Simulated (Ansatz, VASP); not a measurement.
Two plane-wave programs on BN

```xyz
4
Lattice="2.5734 0.0000 0.0000 -1.2867 2.2287 0.0000 0.0000 0.0000 6.6848" Properties=species:S:1:pos:R:3 pbc="T T T"
B     0.0000    1.4858    1.6712
B     1.2867    0.7429    5.0136
N     0.0000    1.4858    5.0136
N     1.2867    0.7429    1.6712
```

Change from the starting cell: volume scaled by 1.04, ions relaxed.

Alike in both runs: functional PBE; k mesh 13 × 13 × 5; occupations fermi-dirac, width 0.02 eV; no spin polarisation.

Ansatz relaxed the structure, and its values are those at the end. VASP's run is a single point on that final structure, the one shown.

|  | VASP | Ansatz |
| --- | --- | --- |
| version | VASP 6.6.1 | Ansatz 0.2.0 |
| potentials or method | VASP PAW PBE potentials, release 64 (B, N) | plane-wave PAW, scalar-relativistic |
| plane-wave cutoff (eV) | 520 | 420 |
| valence electrons in the cell | 16 | 16 |

VASP gave:

```
gap on the k mesh at the Fermi level (eV) : 4.15
pressure (GPa)                            : -14.3
```

Task: What did Ansatz give for the same quantities?

Result: gap on the k mesh at the Fermi level (eV): 4.16; pressure (GPa): -14.4.

Ansatz warned: «stress_scf_threshold_loose».

Caveats: an odd mesh through Γ misses points on the zone boundary, where band edges often lie; this functional lacks dispersion, which binds the layers, so the pressure and a relaxed spacing across them are unreliable.
